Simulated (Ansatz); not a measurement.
# ZnO (zincite): the cost of one run

Computed with Ansatz 0.2.0 (DFT, levels as named, plane waves, PAW, unless a step's input says otherwise).

### Step 1. The system as given

The structure is hexagonal, space group P6_3mc (No. 186). The conventional cell has a = 3.249 Å, b = 3.249 Å, c = 5.206 Å, α = 90.00°, β = 90.00°, γ = 120.00°. Around Zn (site symmetry 3m) lie 4 O at 1.97 to 1.98 Å. Around O (site symmetry 3m) lie 4 Zn at 1.97 to 1.98 Å.

Structure file:

```
Zn O
1.0
     3.24931    0.00000    0.00000
    -1.62465    2.81398    0.00000
     0.00000    0.00000    5.20571
Zn O
2 2
Direct
  0.33333 0.66667 0.50000
  0.66667 0.33333 0.00000
  0.66667 0.33333 0.37901
  0.33333 0.66667 0.87901
```

### Step 2. PBE: cell and atoms

input.yaml

```yaml
crystal:
  lattice:
    - [3.249308, 0.0, 0.0]
    - [-1.624654, 2.81398327, 0.0]
    - [0.0, 0.0, 5.205709]
  atoms:
    - { symbol: Zn, position: [0.33333333, 0.66666667, 0.5] }
    - { symbol: Zn, position: [0.66666667, 0.33333333, 0.0] }
    - { symbol: O, position: [0.66666667, 0.33333333, 0.37901] }
    - { symbol: O, position: [0.33333333, 0.66666667, 0.87901] }
  symmetry: { tolerance: 0.0003 }
hamiltonian:
  xc: pbe
  pseudopotentials: { kind: paw, azcp: { folder: soft_1 } }
basis:
  ecutwfc: 420
magnetization:
  spin_polarized: false
scf:
  occupations: { method: fermi_dirac, width: 0.02 }
kpoints:
  mp_grid: { grid: [12, 12, 6], shift: [0, 0, 0] }
output:
  forces: true
  stress: true
  eigenvalues: true
relax:
  max_steps: 60
  cell: {}
```

Launch:

```console
ansatz run input.yaml --threads 2 --pin off --max-ram 5632MiB --backend cpu --events-out ev --progress --plain --runs-dir out
```

**Question.** How long does this run take on 2 threads of Intel Xeon Platinum 8259CL at 2.50GHz (Skylake/Cascade Lake), shared host, and how much memory does it need?

About 49 s, with a peak of 0.47 GiB.
